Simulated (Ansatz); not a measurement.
# Relaxation of Al3Cu2

All numbers below come from DFT PBEsol, scalar-relativistic, plane waves, PAW (Ansatz 0.2.0). (420 eV cutoff, 12×12×8 k-mesh, Gaussian smearing of 0.10 eV, no spin polarisation)

What was changed: biaxial strain in the a-b plane, c and atoms relaxed: +3.0 %.

Command:

```bash
ansatz run input.yaml --threads 1 --pin off --max-ram 2560MiB --backend cpu --events-out ev --progress --plain --runs-dir out
```

Input:

```yaml
crystal:
  lattice:
    - [4.2215431617, 0.0, 0.0]
    - [-2.1107715808, 3.6559636212, 0.0]
    - [0.0, 0.0, 4.8924230349]
  atoms:
    - { symbol: Al, position: [0.0, 0.0, 0.0] }
    - { symbol: Al, position: [0.3333333333, 0.6666666667, 0.3523508349] }
    - { symbol: Al, position: [0.6666666667, 0.3333333333, 0.6476491651] }
    - { symbol: Cu, position: [0.3333333333, 0.6666666667, 0.8450332873] }
    - { symbol: Cu, position: [0.6666666667, 0.3333333333, 0.1549667127] }
basis:
  ecutwfc: 420
kpoints:
  mp_grid: { grid: [12, 12, 8] }
hamiltonian:
  xc: pbesol
scf:
  occupations: { method: gaussian, width: 0.1 }
output:
  forces: true
  stress: true
  eigenvalues: true
relax:
  adjacent_minimum: "off"
  f_tol: 0.008
  max_steps: 40
  cell: { stress_tol: 0.015, fix: [a, b, gamma] }
```

F is the free energy. Steps run on the plane waves of an earlier cell, but the last one, and at times one on the way, on a freshly chosen basis, so a repeated geometry can differ a little in energy. The held parts of the cell keep their stress, so P needn't end at zero.

Steps:

```
step F − F(1) (eV) largest force component (eV/Å) V (Å³/atom) P (GPa)
   1         0.0000                           0.075       15.102    -3.68
   2        -0.0024                           0.039       15.158    -4.11
   3        -0.0028                           0.005       15.192    -4.35
   4        -0.0030                           0.005       15.192    -4.35
   5        -0.0030                           0.001       15.193    -4.36
   6        -0.0030                           0.001       15.193    -4.36
```

Relaxed structure:

```xyz
5
Lattice="4.2215 0.0000 0.0000 -2.1108 3.6560 0.0000 0.0000 0.0000 4.9220" Properties=species:S:1:pos:R:3 pbc="T T T"
Al    0.0000    0.0000    0.0000
Al    0.0000    2.4373    1.7374
Al    2.1108    1.2187    3.1845
Cu    0.0000    2.4373    4.1675
Cu    2.1108    1.2187    0.7544
```

Symmetry: P-3m1, No. 164, trigonal system. The conventional cell has a = 4.222 Å, b = 4.222 Å, c = 4.922 Å, α = 90.00°, β = 90.00°, γ = 120.00°. Al (site symmetry -3m) has 6 Cu at 2.55 Å as nearest neighbours. Al (site symmetry 3m) has 5 Cu at 2.43 to 2.63 Å as nearest neighbours. Cu (site symmetry 3m) is surrounded by 8 Al at 2.43 to 2.63 Å.

The run converged. It took 3 min on 1 thread of Arm Neoverse N1 (shared host), peak memory 0.5 GiB.